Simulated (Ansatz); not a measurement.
MgF$_{2}$:
```
CELL_PARAMETERS angstrom
      4.64029     0.00000     0.00000
      0.00000     4.64029     0.00000
      0.00000     0.00000     3.05494
ATOMIC_POSITIONS crystal
  Mg 0.50000 0.50000 0.50000
  Mg 0.00000 0.00000 0.00000
  F  0.69658 0.69658 0.00000
  F  0.30342 0.30342 0.00000
  F  0.80342 0.19658 0.50000
  F  0.19658 0.80342 0.50000
```

Relaxed with HSE06. Special points in fractions of this cell's reciprocal vectors: Γ (0.000, 0.000, 0.000); X (0.000, 0.500, 0.000); M (0.500, 0.500, 0.000); Z (0.000, 0.000, 0.500); R (0.000, 0.500, 0.500); A (0.500, 0.500, 0.500).

List the band energies nearest the valence-band maximum at these points for the program Ansatz at the HSE06 level (PAW).

In eV from the valence-band maximum; about four levels below and three above (degenerate sets whole), none deeper than 8.9 eV; points with the same levels are listed once.

| k | below | above |
|---|---|---|
| Γ | -0.68 -0.29 -0.29 0.00 | 9.40 14.66 14.66 |
| X | -0.94 -0.94 -0.38 -0.38 | 11.85 11.85 15.93 15.93 |
| M | -0.91 -0.91 -0.80 -0.80 | 13.64 13.64 13.68 13.68 |
| Z | -1.17 -1.17 -0.88 -0.88 | 14.28 14.28 17.46 17.46 |
| R | -0.72 -0.72 -0.68 -0.68 | 15.18 15.18 15.98 15.98 |
| A | -0.64 -0.64 -0.48 -0.48 | 15.65 15.65 15.84 15.84 |

Space group P4_2/mnm (rutile). The cell was relaxed with HSE06 under the symmetry of its start. The hybrid was solved on a coarse mesh, the path and, where they were found, the r²SCAN edge points; its band edges are the extreme levels among these.

Potentials: the later of the program's two PAW sets.
